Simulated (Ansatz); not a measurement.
A surface is cut from this relaxed crystal of Sn:

```cif
data_structure
_symmetry_space_group_name_H-M 'P 1'
_symmetry_Int_Tables_number 1
_cell_length_a 4.6256
_cell_length_b 4.6256
_cell_length_c 4.6256
_cell_angle_alpha 60.000
_cell_angle_beta 60.000
_cell_angle_gamma 60.000
_cell_volume 69.98
loop_
_atom_site_label
_atom_site_type_symbol
_atom_site_fract_x
_atom_site_fract_y
_atom_site_fract_z
_atom_site_occupancy
Sn1 Sn 0.50000 0.50000 0.50000 1
Sn2 Sn 0.75000 0.75000 0.75000 1
```

Miller indices refer to the conventional cell of Fd-3m (No. 227), a = 6.542 Å, b = 6.542 Å, c = 6.542 Å, α = 90.00°, β = 90.00°, γ = 90.00°.

The (210) slab of 17 planes, 11.7 Å thick with 15 Å of vacuum as cut; outer planes Sn (top) and Sn (bottom).

These are results of Ansatz 0.2.0, DFT PBEsol, scalar-relativistic, plane waves, PAW, not measurements. Plane waves to 420 eV, a k mesh through Γ of 6×5×1 on the computed 17-atom cell and Gaussian smearing (0.10 eV); no spin polarisation. A dipole correction removes the field between periodic images along c.

The work function read from the bulk's Fermi level differs by 0.36 eV, so the slab's middle doesn't match the bulk reference (too thin, or relaxed to another structure or magnetic state). The slab's middle planes relax by over 3 % too, so it holds no bulk-like region.

Results for the relaxed slab:

For the relaxed slab, the surface energy (mean of both faces) is 0.66 J/m² and the work function is 4.16 eV.

Relaxation lowers the energy by 0.334 J/m² a face; the largest move is 0.947 Å.

```csv
plane (bottom to top),atoms,"spacing to next, bulk (Å)",relaxed (Å),change (%)
1,Sn,0.731,1.078,+47.4
2,Sn,0.731,0.092,-87.4
3,Sn,0.731,0.826,+13.0
4,Sn,0.731,0.684,-6.5
5,Sn,0.731,0.861,+17.7
6,Sn,0.731,0.764,+4.5
7,Sn,0.731,0.565,-22.8
8,Sn,0.731,0.843,+15.3
9,Sn,0.731,0.844,+15.4
10,Sn,0.731,0.564,-22.9
11,Sn,0.731,0.766,+4.7
12,Sn,0.731,0.857,+17.2
13,Sn,0.731,0.687,-6.1
14,Sn,0.731,0.826,+12.9
15,Sn,0.731,0.097,-86.8
16,Sn,0.731,1.074,+46.9
17,Sn,,,
```